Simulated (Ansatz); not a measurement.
A 2-atom cell of BN started from a crystallographic database (r2SCAN geometry), in Ansatz:

```cif
data_structure
_symmetry_space_group_name_H-M 'P 1'
_symmetry_Int_Tables_number 1
_cell_length_a 2.5524
_cell_length_b 2.5524
_cell_length_c 2.5524
_cell_angle_alpha 60.000
_cell_angle_beta 60.000
_cell_angle_gamma 60.000
_cell_volume 11.76
loop_
_atom_site_label
_atom_site_type_symbol
_atom_site_fract_x
_atom_site_fract_y
_atom_site_fract_z
_atom_site_occupancy
B1 B 0.00000 0.00000 0.00000 1
N1 N 0.25000 0.25000 0.25000 1
```

G0W0@PBE with 44 empty bands, a screening cutoff of 140 eV and a 6×6×6 mesh (PAW, contour deformation) gives 5.983 eV over the mesh points, from a PBE gap of 4.475 eV; it sums over 48 bands with 59 plane waves in the screening and a wave cutoff of 420 eV. G0W0 here is at a finite number of bands, screening cutoff and k mesh, not at the basis limit. Spin-unpolarised throughout; all numbers are computed.

(1) Another run gave a Kohn-Sham gap of 4.475 eV and a G0W0 gap of 5.701 eV, summing over 24 bands with 15 plane waves in the screening and a wave cutoff of 420 eV. What was changed?

(2) Estimate the gap with empty bands 81, screening cutoff 210 eV.

(3) Estimate the gap with frequency model Godby-Needs pole.

(4) Estimate the gap with potentials of the kind norm-conserving.

Answers

(1) Empty bands 20, screening cutoff 80 eV. The counts of bands and plane waves show it.

(2) 6.125 eV (+0.142 eV), from a Kohn-Sham gap of 4.475 eV.

(3) 5.944 eV (-0.039 eV), from a Kohn-Sham gap of 4.475 eV.

(4) 5.988 eV (+0.005 eV), from a Kohn-Sham gap of 4.468 eV.
